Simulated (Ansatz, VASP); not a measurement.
**SiC: VASP beside Ansatz**

File INCAR:

```
PREC = Accurate
ENCUT = 520
EDIFF = 1E-6
ISMEAR = 0
SIGMA = 0.05
LREAL = F
LASPH = T
NELM = 100
ALGO = Normal
ISIF = 2
LWAVE = F
LCHARG = F
GGA = PE
NBANDS = 16
```

KPOINTS

```
Automatic mesh
0
Gamma
  6 6 4
```

POSCAR

```
SiC
1.0
    3.0759982064      0.0000000000      0.0000000000
   -1.5379991032      2.6638925888      0.0000000000
    0.0000000000      0.0000000000      5.0480000000
Si C
2 2
Direct
    0.2970733944      0.6401225491     -0.0198098257
    0.6666666667      0.3333333333      0.5000000000
    0.3333333333      0.6666666667      0.3850000000
    0.6666666667      0.3333333333      0.8850000000
```

Input for Ansatz:

```yaml
crystal:
  lattice:
    - [3.0759982064, 0.0, 0.0]
    - [-1.5379991032, 2.6638925888, 0.0]
    - [0.0, 0.0, 5.048]
  atoms:
    - { symbol: Si, position: [0.2970733944, 0.6401225491, -0.0198098257] }
    - { symbol: Si, position: [0.6666666667, 0.3333333333, 0.5] }
    - { symbol: C, position: [0.3333333333, 0.6666666667, 0.385] }
    - { symbol: C, position: [0.6666666667, 0.3333333333, 0.885] }
basis:
  ecutwfc: 420
kpoints:
  mp_grid: { grid: [6, 6, 4] }
hamiltonian:
  xc: pbe
scf:
  occupations: { method: gaussian, width: 0.05 }
output:
  forces: true
  stress: true
  eigenvalues: true
```

Alike in both runs: task single point; functional PBE; k mesh 6 × 6 × 4; occupations gaussian, width 0.05 eV; no spin polarisation.

```csv
,VASP,Ansatz
version,VASP 6.6.1,Ansatz 0.2.0
potentials or method,"VASP PAW PBE potentials, release 64 (Si, C)","scalar-relativistic, plane waves, PAW"
plane-wave cutoff (eV),520,420
valence electrons in the cell,16,16
```

Ansatz gave:

```
gap on the k mesh at the Fermi level (eV)       : 2.13
least direct gap on the mesh (eV)               : 4.02
pressure (GPa)                                  : 5.5
largest component of the traceless stress (GPa) : 6.78
rms of the force components (eV/Å)              : 1.489
```

Question: Estimate VASP's values.

Answer: gap on the k mesh at the Fermi level (eV): 2.13; least direct gap on the mesh (eV): 4.01; pressure (GPa): 5.5; largest component of the traceless stress (GPa): 6.76; rms of the force components (eV/Å): 1.488.

Atom by atom the forces differ by 0.002 eV/Å (rms over components). The functional is the same, so the differences come from potentials, cutoffs and numerics.

Caveats: forces of over 1 eV/Å show positions far from the minimum, so gaps and moduli don't describe the material at rest. A k mesh can miss the band edges.
